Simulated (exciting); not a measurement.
# Rb L₃-edge absorption of RbBr, all-electron BSE

Wanted: the near-edge spectrum and the bound core excitons at the Rb L₃ edge of RbBr.

Method: X-ray absorption, core-level Bethe-Salpeter equation, exchange and statically screened direct term, Tamm-Dancoff, all-electron LAPW+lo LDA, in exciting sodium.

Most raw output is cut from this account.

The database entry behind the starting cell differs from later determinations by our own check (about 0.5 % short), so it need not match the best structure at ambient conditions.

## (1) Starting point

The structure is cubic, space group Fm-3m (No. 225). Conventional cell: a = 6.854 Å, b = 6.854 Å, c = 6.854 Å, α = 90.00°, β = 90.00°, γ = 90.00°. Nearest to Rb lie 6 Br at 3.43 Å. Br has 6 Rb at 3.43 Å nearest. Farther neighbours and most contacts between anions are not listed.

As a file:

```cif
data_structure
_symmetry_space_group_name_H-M 'P 1'
_symmetry_Int_Tables_number 1
_cell_length_a 4.8465
_cell_length_b 4.8465
_cell_length_c 4.8465
_cell_angle_alpha 60.000
_cell_angle_beta 60.000
_cell_angle_gamma 60.000
_cell_volume 80.50
loop_
_atom_site_label
_atom_site_type_symbol
_atom_site_fract_x
_atom_site_fract_y
_atom_site_fract_z
_atom_site_occupancy
Rb1 Rb 0.00000 0.00000 0.00000 1
Br2 Br 0.50000 0.50000 0.50000 1
```

Differences between curves are given as r.m.s. difference over r.m.s. height.

## (2) The self-consistent potential

The species files are the program's own, with muffin-tin radii set in the input.

File input.xml:

```
<input>
  <title>RbBr</title>
  <structure speciespath="." autormt="false" epslat="1.0e-5">
    <crystal>
      <basevect>0.0000000000 6.4760914279 6.4760914279</basevect>
      <basevect>6.4760914279 0.0000000000 6.4760914279</basevect>
      <basevect>6.4760914279 6.4760914279 0.0000000000</basevect>
    </crystal>
    <species speciesfile="Rb.xml" rmt="2.464">
      <atom coord="0.0000000000 0.0000000000 0.0000000000"/>
    </species>
    <species speciesfile="Br.xml" rmt="2.300">
      <atom coord="0.5000000000 0.5000000000 0.5000000000"/>
    </species>
  </structure>
  <groundstate do="fromscratch" xctype="LDA_PW" ngridk="3 3 3" rgkmax="7" gmaxvr="14" nempty="8" swidth="0.001" maxscl="100" epsengy="1e-5"/>
</input>
```

Run with:

```bash
OMP_NUM_THREADS=1 mpirun -n 4 exciting
```

The job ended after 20 s (4 MPI ranks of Arm Neoverse V2, shared host).

The warnings file holds hints only, no warning.

The mesh shows a gap of 3.95 eV. Core levels (Dirac, from the valence top):

| atom | level | energy (eV) |
| --- | --- | --- |
| Rb | 2s1/2 | -1996.8 |
| Rb | 2p1/2 | -1812.0 |
| Rb | 2p3/2 | -1751.3 |
| Rb | 3s1/2 | -289.2 |
| Rb | 3p1/2 | -223.0 |
| Rb | 3p3/2 | -213.9 |
| Rb | 3d3/2 | -97.5 |
| Rb | 3d5/2 | -95.9 |

## (3) A richer basis for the empty states

Each species file gets more local orbitals, built from u and its energy derivative at 0.15 Ha and u at 0.9 Ha.

input.xml is that of step 2.

File SPECIES.xml, added lines:

```
<lo l="L">  <!-- L = 0, 1, 2 -->
  <wf matchingOrder="0" trialEnergy="0.1500" searchE="false"/>
  <wf matchingOrder="1" trialEnergy="0.1500" searchE="false"/>
  <wf matchingOrder="0" trialEnergy="0.9000" searchE="false"/>
</lo>
```

Run with:

```bash
OMP_NUM_THREADS=1 mpirun -n 4 exciting
```

It took 14 s on 4 MPI ranks.

Against the first ground state the total energy moves by -3 meV an atom and the gap by 0.00 eV.

## (4) Screening, kernels and BSE for Rb atom 1

The absorber has 6 Br at 3.43 Å (octahedral, site symmetry m-3m).

Edit input.xml of step 3 so:

```diff
@@ -15,3 +15,19 @@
   </structure>
-  <groundstate do="fromscratch" xctype="LDA_PW" ngridk="3 3 3" rgkmax="7" gmaxvr="14" nempty="8" swidth="0.001" maxscl="100" epsengy="1e-5"/>
+  <groundstate do="skip" xctype="LDA_PW" ngridk="3 3 3" rgkmax="7" gmaxvr="14" nempty="8" swidth="0.001" maxscl="100" epsengy="1e-5"/>
+  <xs xstype="BSE" ngridk="3 3 3" ngridq="3 3 3" vkloff="0.097 0.273 0.493" rgkmax="7" nempty="38" gqmax="3" lmaxapwwf="5" lmaxemat="3" broad="0.02352" tevout="true">
+    <energywindow intv="64.063 65.680" points="439"/>
+    <screening screentype="full" nempty="61"/>
+    <BSE xas="true" xasspecies="1" xasatom="1" xasedge="L3" bsetype="singlet" nstlxas="1 34"/>
+    <qpointset>
+      <qpoint>0 0 0</qpoint>
+    </qpointset>
+    <plan>
+      <doonly task="xsgeneigvec"/>
+      <doonly task="writepmatxs"/>
+      <doonly task="scrgeneigvec"/>
+      <doonly task="scrwritepmat"/>
+      <doonly task="screen"/>
+      <doonly task="scrcoulint"/>
+    </plan>
+  </xs>
 </input>
```

File input.xml for the exchange start (cutoff and plan only):

```
  gqmax="2"
  <plan>
    <doonly task="exccoulint"/>
  </plan>
```

File input.xml for the last start (plan only):

```
  <plan>
    <doonly task="bse"/>
  </plan>
```

Run with:

```bash
OMP_NUM_THREADS=1 mpirun -n 4 exciting
OMP_NUM_THREADS=1 mpirun -n 4 exciting
OMP_NUM_THREADS=4 exciting
```

The job ended after 5.5 min (4 MPI ranks).

Wall time by task: xsgeneigvec 3.5 s, writepmatxs 3.5 s, scrgeneigvec 2 s, scrwritepmat 1.7 s, screen 14 s, scrcoulint 60 s, exccoulint 3.6 min, bse 24 s.

The Rb L₃ spectrum of Rb atom 1 (energy from the Kohn–Sham onset, core level to the lowest empty state found on the meshes used, 1755.24 eV; the ground-state mesh sets it, and the shifted mesh has its lowest transition 0.50 eV above it; Im ε scaled to the maximum of the singlet run; cut below the end of the band set):

| E (eV) | Im ε |
| --- | --- |
| -6.0 | 0.02 |
| -5.5 | 0.03 |
| -5.0 | 0.03 |
| -4.5 | 0.04 |
| -4.0 | 0.05 |
| -3.5 | 0.06 |
| -3.0 | 0.09 |
| -2.5 | 0.12 |
| -2.0 | 0.19 |
| -1.5 | 0.35 |
| -1.0 | 0.67 |
| -0.5 | 1.00 |
| 0.0 | 0.95 |
| 0.5 | 0.88 |
| 1.0 | 0.67 |
| 1.5 | 0.53 |
| 2.0 | 0.45 |
| 2.5 | 0.39 |
| 3.0 | 0.33 |
| 3.5 | 0.28 |
| 4.0 | 0.26 |
| 4.5 | 0.26 |
| 5.0 | 0.27 |
| 5.5 | 0.25 |
| 6.0 | 0.21 |
| 6.5 | 0.20 |
| 7.0 | 0.19 |
| 7.5 | 0.18 |
| 8.0 | 0.20 |
| 8.5 | 0.23 |
| 9.0 | 0.21 |
| 9.5 | 0.19 |
| 10.0 | 0.20 |
| 10.5 | 0.23 |
| 11.0 | 0.28 |
| 11.5 | 0.31 |
| 12.0 | 0.29 |
| 12.5 | 0.26 |
| 13.0 | 0.24 |
| 13.5 | 0.22 |
| 14.0 | 0.19 |
| 14.5 | 0.19 |
| 15.0 | 0.19 |
| 15.5 | 0.19 |
| 16.0 | 0.17 |
| 16.5 | 0.16 |
| 17.0 | 0.16 |
| 17.5 | 0.16 |
| 18.0 | 0.16 |
| 18.5 | 0.17 |
| 19.0 | 0.16 |
| 19.5 | 0.15 |
| 20.0 | 0.14 |
| 20.5 | 0.14 |
| 21.0 | 0.14 |
| 21.5 | 0.14 |
| 22.0 | 0.14 |

Maxima (height): -0.5 eV (1.00), 4.9 eV (0.27), 8.5 eV (0.23) and 11.5 eV (0.31).

The Hamiltonian has 3672 rows. The lowest groups of eigenvalues and the brightest ones, on the scale above (the program counts from the shifted mesh's onset, 0.50 eV higher). Core spinors bring spin-forbidden partners, so dark means forbidden by spin or by symmetry, and the shifted mesh splits states that symmetry would keep together:

| energy (eV) | states within 10 meV | relative strength |
| --- | --- | --- |
| -1.154 | 4 | 0.071 |
| -0.593 | 4 | 0.71 |
| -0.570 | 6 | 1.00 |
| -0.558 | 2 | 0.19 |
| -0.287 | 4 | 0.022 |
| 0.075 | 4 | 0.11 |
| 0.166 | 4 | 0.17 |
| 0.297 | 4 | 0.55 |
| 0.358 | 4 | 0.41 |
| 0.771 | 4 | 0.19 |

## (5) Independent particles

Edit input.xml of step 4 so:

```diff
@@ -19,3 +19,3 @@
     <screening screentype="full" nempty="61"/>
-    <BSE xas="true" xasspecies="1" xasatom="1" xasedge="L3" bsetype="singlet" nstlxas="1 34"/>
+    <BSE xas="true" xasspecies="1" xasatom="1" xasedge="L3" bsetype="IP" nstlxas="1 34"/>
     <qpointset>
@@ -24,8 +24,3 @@
     <plan>
-      <doonly task="xsgeneigvec"/>
-      <doonly task="writepmatxs"/>
-      <doonly task="scrgeneigvec"/>
-      <doonly task="scrwritepmat"/>
-      <doonly task="screen"/>
-      <doonly task="scrcoulint"/>
+      <doonly task="bse"/>
     </plan>
```

Run with:

```bash
OMP_NUM_THREADS=4 exciting
```

It took 1.5 s on 4 threads.

Maxima (height): 5.2 eV (0.44), 6.9 eV (0.49), 10.3 eV (0.31), 14.7 eV (0.39) and 16.8 eV (0.33); 1 lower ones aren't listed. The spectrum differs from the singlet run by 88 % r.m.s. Moving the earlier curve by +5.9 eV leaves 44 %. The highest maximum lies at 6.9 eV (0.49), against -0.5 eV (1.00).

## (6) Exchange alone

Edit input.xml of step 5 so:

```diff
@@ -19,3 +19,3 @@
     <screening screentype="full" nempty="61"/>
-    <BSE xas="true" xasspecies="1" xasatom="1" xasedge="L3" bsetype="IP" nstlxas="1 34"/>
+    <BSE xas="true" xasspecies="1" xasatom="1" xasedge="L3" bsetype="RPA" nstlxas="1 34"/>
     <qpointset>
```

Run with:

```bash
OMP_NUM_THREADS=4 exciting
```

Run time: 24 s. Hardware: 4 threads.

Maxima (height): 5.2 eV (0.44), 6.9 eV (0.49), 10.3 eV (0.31), 14.7 eV (0.39) and 16.8 eV (0.33); 1 lower ones aren't listed. The spectrum is that of the independent-particle run within 1 %.

## (7) Direct term alone

Edit input.xml of step 6 so:

```diff
@@ -19,3 +19,3 @@
     <screening screentype="full" nempty="61"/>
-    <BSE xas="true" xasspecies="1" xasatom="1" xasedge="L3" bsetype="RPA" nstlxas="1 34"/>
+    <BSE xas="true" xasspecies="1" xasatom="1" xasedge="L3" bsetype="triplet" nstlxas="1 34"/>
     <qpointset>
```

Run with:

```bash
OMP_NUM_THREADS=4 exciting
```

The job ended after 24 s (4 threads).

Maxima (height): -0.5 eV (1.00), 4.9 eV (0.27), 8.5 eV (0.23) and 11.5 eV (0.31). The spectrum is that of the singlet run within 1 %.

## (8) Broadening

Changed against the first singlet run: half width (eV) from 0.64 to 1.92.

Edit input.xml of step 7 so:

```diff
@@ -16,6 +16,6 @@
   <groundstate do="skip" xctype="LDA_PW" ngridk="3 3 3" rgkmax="7" gmaxvr="14" nempty="8" swidth="0.001" maxscl="100" epsengy="1e-5"/>
-  <xs xstype="BSE" ngridk="3 3 3" ngridq="3 3 3" vkloff="0.097 0.273 0.493" rgkmax="7" nempty="38" gqmax="3" lmaxapwwf="5" lmaxemat="3" broad="0.02352" tevout="true">
+  <xs xstype="BSE" ngridk="3 3 3" ngridq="3 3 3" vkloff="0.097 0.273 0.493" rgkmax="7" nempty="38" gqmax="3" lmaxapwwf="5" lmaxemat="3" broad="0.07056" tevout="true">
     <energywindow intv="64.063 65.680" points="439"/>
     <screening screentype="full" nempty="61"/>
-    <BSE xas="true" xasspecies="1" xasatom="1" xasedge="L3" bsetype="triplet" nstlxas="1 34"/>
+    <BSE xas="true" xasspecies="1" xasatom="1" xasedge="L3" bsetype="singlet" nstlxas="1 34"/>
     <qpointset>
```

Run with:

```bash
OMP_NUM_THREADS=4 exciting
```

Run time: 24 s. Hardware: 4 threads.

Against the singlet run the r.m.s. difference is 33 %. The highest maximum lies at 0.1 eV (0.54), against -0.5 eV (1.00). Only the width of each line changes; the area stays. A table step wider than the lines misses their tops.

| E (eV) | first run | this run |
| --- | --- | --- |
| -11.0 | 0.01 | 0.02 |
| -10.0 | 0.01 | 0.03 |
| -9.0 | 0.01 | 0.03 |
| -8.0 | 0.01 | 0.04 |
| -7.0 | 0.02 | 0.05 |
| -6.0 | 0.02 | 0.06 |
| -5.0 | 0.03 | 0.09 |
| -4.0 | 0.05 | 0.12 |
| -3.0 | 0.09 | 0.19 |
| -2.0 | 0.19 | 0.30 |
| -1.0 | 0.67 | 0.45 |
| 0.0 | 0.95 | 0.54 |
| 1.0 | 0.67 | 0.51 |
| 2.0 | 0.45 | 0.42 |
| 3.0 | 0.33 | 0.35 |
| 4.0 | 0.26 | 0.29 |
| 5.0 | 0.27 | 0.26 |
| 6.0 | 0.21 | 0.24 |
| 7.0 | 0.19 | 0.22 |
| 8.0 | 0.20 | 0.21 |
| 9.0 | 0.21 | 0.21 |
| 10.0 | 0.20 | 0.22 |
| 11.0 | 0.28 | 0.23 |
| 12.0 | 0.29 | 0.23 |
| 13.0 | 0.24 | 0.22 |
| 14.0 | 0.19 | 0.20 |
| 15.0 | 0.19 | 0.18 |
| 16.0 | 0.17 | 0.17 |
| 17.0 | 0.16 | 0.16 |
| 18.0 | 0.16 | 0.16 |
| 19.0 | 0.16 | 0.15 |
| 20.0 | 0.14 | 0.14 |
| 21.0 | 0.14 | 0.13 |
| 22.0 | 0.14 | 0.12 |

## (9) Coarser mesh

Changed against the first singlet run: k mesh from 3×3×3 to 2×2×2.

Edit input.xml of step 8 so:

```diff
@@ -16,3 +16,3 @@
   <groundstate do="skip" xctype="LDA_PW" ngridk="3 3 3" rgkmax="7" gmaxvr="14" nempty="8" swidth="0.001" maxscl="100" epsengy="1e-5"/>
-  <xs xstype="BSE" ngridk="3 3 3" ngridq="3 3 3" vkloff="0.097 0.273 0.493" rgkmax="7" nempty="38" gqmax="3" lmaxapwwf="5" lmaxemat="3" broad="0.07056" tevout="true">
+  <xs xstype="BSE" ngridk="2 2 2" ngridq="2 2 2" vkloff="0.097 0.273 0.493" rgkmax="7" nempty="38" gqmax="3" lmaxapwwf="5" lmaxemat="3" broad="0.02352" tevout="true">
     <energywindow intv="64.063 65.680" points="439"/>
@@ -24,3 +24,8 @@
     <plan>
-      <doonly task="bse"/>
+      <doonly task="xsgeneigvec"/>
+      <doonly task="writepmatxs"/>
+      <doonly task="scrgeneigvec"/>
+      <doonly task="scrwritepmat"/>
+      <doonly task="screen"/>
+      <doonly task="scrcoulint"/>
     </plan>
```

File input.xml for the exchange start (cutoff and plan only):

```
  gqmax="2"
  <plan>
    <doonly task="exccoulint"/>
  </plan>
```

File input.xml for the last start (plan only):

```
  <plan>
    <doonly task="bse"/>
  </plan>
```

Run with:

```bash
OMP_NUM_THREADS=1 mpirun -n 4 exciting
OMP_NUM_THREADS=1 mpirun -n 4 exciting
OMP_NUM_THREADS=4 exciting
```

The job ended after 92 s (4 MPI ranks).

These settings are cheaper. The spectrum differs from the singlet run by 6 % r.m.s. The first bright state moves from -1.15 to -1.12 eV. The lowest bare transition of this run lies at 0.99 eV, against 0.50. A coarse mesh samples few band energies, and it inflates the long-range part of the attraction.

| E (eV) | first run | this run |
| --- | --- | --- |
| -6.0 | 0.02 | 0.02 |
| -5.0 | 0.03 | 0.03 |
| -4.0 | 0.05 | 0.05 |
| -3.0 | 0.09 | 0.08 |
| -2.0 | 0.19 | 0.18 |
| -1.0 | 0.67 | 0.60 |
| 0.0 | 0.95 | 0.92 |
| 1.0 | 0.67 | 0.70 |
| 2.0 | 0.45 | 0.49 |
| 3.0 | 0.33 | 0.31 |
| 4.0 | 0.26 | 0.27 |
| 5.0 | 0.27 | 0.28 |
| 6.0 | 0.21 | 0.25 |
| 7.0 | 0.19 | 0.17 |
| 8.0 | 0.20 | 0.20 |
| 9.0 | 0.21 | 0.21 |
| 10.0 | 0.20 | 0.20 |
| 11.0 | 0.28 | 0.28 |
| 12.0 | 0.29 | 0.29 |
| 13.0 | 0.24 | 0.23 |
| 14.0 | 0.19 | 0.20 |
| 15.0 | 0.19 | 0.20 |
| 16.0 | 0.17 | 0.16 |
| 17.0 | 0.16 | 0.19 |
| 18.0 | 0.16 | 0.16 |
| 19.0 | 0.16 | 0.16 |
| 20.0 | 0.14 | 0.16 |
| 21.0 | 0.14 | 0.15 |
| 22.0 | 0.14 | 0.16 |

## (10) From independent particles to the full kernel

| level | curve passes 0.15 (eV) | highest maximum (eV) | its height |
| --- | --- | --- | --- |
| IP | 2.8 | 6.9 | 0.49 |
| RPA | 2.8 | 6.9 | 0.49 |
| direct only | -2.2 | -0.5 | 1.00 |
| singlet | -2.2 | -0.5 | 1.00 |

| E (eV) | IP | RPA | direct only | singlet |
| --- | --- | --- | --- | --- |
| -6.0 | 0.01 | 0.01 | 0.02 | 0.02 |
| -5.0 | 0.01 | 0.01 | 0.03 | 0.03 |
| -4.0 | 0.01 | 0.01 | 0.05 | 0.05 |
| -3.0 | 0.01 | 0.01 | 0.09 | 0.09 |
| -2.0 | 0.01 | 0.01 | 0.19 | 0.19 |
| -1.0 | 0.02 | 0.02 | 0.68 | 0.67 |
| 0.0 | 0.03 | 0.03 | 0.95 | 0.95 |
| 1.0 | 0.05 | 0.05 | 0.67 | 0.67 |
| 2.0 | 0.10 | 0.10 | 0.45 | 0.45 |
| 3.0 | 0.16 | 0.16 | 0.33 | 0.33 |
| 4.0 | 0.24 | 0.24 | 0.26 | 0.26 |
| 5.0 | 0.43 | 0.43 | 0.27 | 0.27 |
| 6.0 | 0.42 | 0.42 | 0.21 | 0.21 |
| 7.0 | 0.49 | 0.49 | 0.19 | 0.19 |
| 8.0 | 0.38 | 0.38 | 0.20 | 0.20 |
| 9.0 | 0.27 | 0.27 | 0.21 | 0.21 |
| 10.0 | 0.30 | 0.30 | 0.20 | 0.20 |
| 11.0 | 0.28 | 0.28 | 0.28 | 0.28 |
| 12.0 | 0.24 | 0.24 | 0.29 | 0.29 |
| 13.0 | 0.29 | 0.29 | 0.24 | 0.24 |
| 14.0 | 0.36 | 0.36 | 0.19 | 0.19 |
| 15.0 | 0.37 | 0.37 | 0.19 | 0.19 |
| 16.0 | 0.31 | 0.31 | 0.17 | 0.17 |
| 17.0 | 0.32 | 0.32 | 0.16 | 0.16 |
| 18.0 | 0.28 | 0.28 | 0.16 | 0.16 |
| 19.0 | 0.28 | 0.28 | 0.16 | 0.16 |
| 20.0 | 0.29 | 0.29 | 0.14 | 0.14 |
| 21.0 | 0.27 | 0.27 | 0.14 | 0.14 |
| 22.0 | 0.26 | 0.26 | 0.14 | 0.14 |

## (11) Outcome

- absorber and edge: Rb L₃, atom 1
- surroundings: 6 Br at 3.43 Å (octahedral, site symmetry m-3m)
- first bright state: -1.15 eV from the Kohn–Sham onset, on this mesh
- highest maximum: -0.5 eV
- cost of the BSE run: 5.5 min on 4 MPI ranks of Arm Neoverse V2, shared host; the last task ran on as many threads

Is a core exciton bound? Yes on this mesh: the first bright state (over 5 % of the brightest) lies at -1.15 eV from the Kohn–Sham onset and at -1.65 eV from the lowest bare transition of its own mesh. Changing the half width (eV) from 0.64 to 1.92 alters the spectrum by 33 % r.m.s. Exchange alone changes the independent-particle spectrum by 0.1 % r.m.s. Leaving exchange out of the full kernel changes the spectrum by 0.1 % r.m.s. With 27 k points the binding energies are rough, and fine structure above the first lines is partly noise of the mesh. The kernel cutoff is low for a compact core orbital, so the effect of exchange is a lower bound. The zero comes from the unshifted 3×3×3 ground-state mesh; it is exact only where the band minimum lies on that mesh. The conduction states carry no spin here, so the exchange coupling to the spinor core hole is only partly held. This core level is treated alone, with no coupling to its spin–orbit partner. The Kohn–Sham onset, 1755 eV, is no photon energy (tabulated edge of the element: 1804 eV): the scale needs a rigid shift. No quasiparticle correction widens the gap or stretches the bands. Vibrations and energy-dependent lifetimes are left out. The structure is a published determination, not relaxed.

[Logs are printed without paths, hosts, clocks, repeated set-up lines and the standing remarks that a program may print on its own settings, such as how far it seeks lower states.]

[Hosts, paths, dates, database ids (printed as entryN), source tags and the programs' standing remarks are cut or masked in the printed files.]
